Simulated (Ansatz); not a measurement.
Input of an Ansatz 0.2.0 run:

input.yaml

```yaml
crystal:
  lattice:
    - [-1.582345, 1.582345, 1.582345]
    - [1.582345, -1.582345, 1.582345]
    - [1.582345, 1.582345, -1.582345]
  atoms:
    - { symbol: W, position: [0.0, 0.0, 0.0], spin: 0.5 }
hamiltonian:
  xc: { exchange: slater, correlation: vwn5 }
  pseudopotentials: { kind: nc }
magnetization:
  spin_polarized: true
kpoints:
  mp_grid: { grid: [12, 12, 12] }
scf:
  occupations: { method: cold, width: 0.025 }
output:
  forces: true
  stress: true
  eigenvalues: true
```

Potentials or basis: PseudoDojo standard (LDA files).

The run is started by

```console
$ ansatz run input.yaml --threads 2 --pin off --max-ram 5120MiB --backend cpu --events-out ev --progress --plain --runs-dir out
```

Task: Predict the band gap on the k mesh.

Result: None (metal or under the smearing width).

Task: Estimate the absolute moment.

Result: 0.00 μB per cell.

Task: Predict the net moment.

Result: 0.00 μB per cell.

Task: Predict the pressure.

Result: -10.2 GPa.

Caveat: the starting moments weren't kept. Spin-orbit coupling is left out, which matters for the levels of W.
